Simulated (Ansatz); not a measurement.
How far is PAW off for HfN?

```xyz
2
Lattice="0.0678 2.2929 2.2929 2.2929 0.0678 2.2929 2.2929 2.2929 0.0678" Properties=species:S:1:pos:R:3 pbc="T T T"
Hf    0.0000    0.0000    0.0000
N     2.3268    2.3268    2.3268
```

Atoms are numbered in the order listed.

The geometry is COD entry 1539063, unchecked; take it as a test cell. The listed cell was then made from it by scaling, straining or moving an atom.

Spin polarisation is left out, and whether a magnetic state lies lower isn't shown here.

No spin–orbit coupling, which matters for the heavy atoms here.

Methods: DFT, PBE, PAW with Ansatz's default frozen-core files, scalar-relativistic (Ansatz 0.2.0); DFT, PBE, all-electron LAPW, scalar-relativistic (Ansatz 0.2.0).

For PAW: a Γ-centred 10×10×10 k mesh, Fermi–Dirac smearing of 0.03 eV, cutoff 420 eV, no spin polarisation. LAPW targets a basis error of 1 meV/atom. The Ansatz runs share mesh, smearing and spin set-up. Plane-wave (PAW) pressures include the program's estimate of the Pulay term.

Stress and pressure are positive in compression.

The change that made this cell: equal xy, yz and zx engineering shear strains of +3 %.

PAW results:

```csv
quantity,PAW
pressure (GPa),5.70
stress yz (GPa),-3.41
stress xz (GPa),-3.41
stress xy (GPa),-3.41
```

(1) What does all-electron LAPW give for the same quantities?

Results:

(1) 
| quantity | LAPW |
| --- | --- |
| pressure (GPa) | 5.76 |
| stress yz (GPa) | -3.41 |
| stress xz (GPa) | -3.41 |
| stress xy (GPa) | -3.41 |
